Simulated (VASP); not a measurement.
Here is a VASP 6.6.1 calculation.

INCAR

```
PREC     = Accurate       # precision mode
ENCUT    = 600            # plane-wave cutoff, eV
EDIFF    = 1E-7           # SCF threshold, eV
ISMEAR   = 0              # smearing method
SIGMA    = 0.03           # smearing width, eV
LREAL    = False          # projectors in reciprocal space
LASPH    = True           # aspherical terms in the spheres
NELM     = 80             # most SCF steps
ALGO     = Normal         # electronic algorithm
ISIF     = 4              # what is computed and relaxed
LWAVE    = False          # write WAVECAR
LCHARG   = False          # write CHGCAR
GGA      = MK             # functional
LUSE_VDW = True         
AGGAC    = 0.0          
PARAM1   = 0.1234       
PARAM2   = 0.711357     
ZAB_VDW  = -1.8867      
IBRION   = 2              # ionic algorithm
NSW      = 40             # ionic steps
EDIFFG   = -0.01          # ionic threshold
```

The input KPOINTS:

```
regular mesh
0
Gamma
  9 9 6
```

File POSCAR:

```
Te                                      
1.0
    4.3069977084      0.0000000000     -0.0000000000
   -2.1534988542      3.7299694295      0.0000000000
    0.0000000000     -0.0000000000      5.8798070867
  Te            
     3
Direct
     0.2795425563258795    1.0000000000000000    0.3333333332999970
     0.0000000000000000    0.2795425563258724    0.6666666667000030
     0.7204574436741275    0.7204574436741275    0.0000000000000000
```

Potentials or basis: VASP PAW PBE potentials, release 64 (Te).

Command:

```sh
$ cat potpaw_PBE.64/Te/POTCAR > POTCAR
$ mpirun -np 1 vasp_std > vasp.out
```

Question: Predict the band gap on the k mesh.

Answer: None (metal or under the smearing width).

Question: Predict the energy gained by relaxing.

Answer: 8.6 meV/atom.

The path:
```tsv
step	energy change (eV)	largest force (eV/Å)	pressure (GPa)
1	0.0000	0.2692	3.58
2	-0.0146	0.1750	3.07
3	-0.0248	0.0031	2.03
4	-0.0254	0.0264	2.21
5	-0.0254	0.0300	2.24
6	-0.0257	0.0225	2.24
7	-0.0259	0.0114	2.24
8	-0.0259	0.0085	2.24
```

Caveat: the PAW data sets were made with another functional, which shifts forces and pressure a little. Spin-orbit coupling is left out, which matters for the levels of Te.
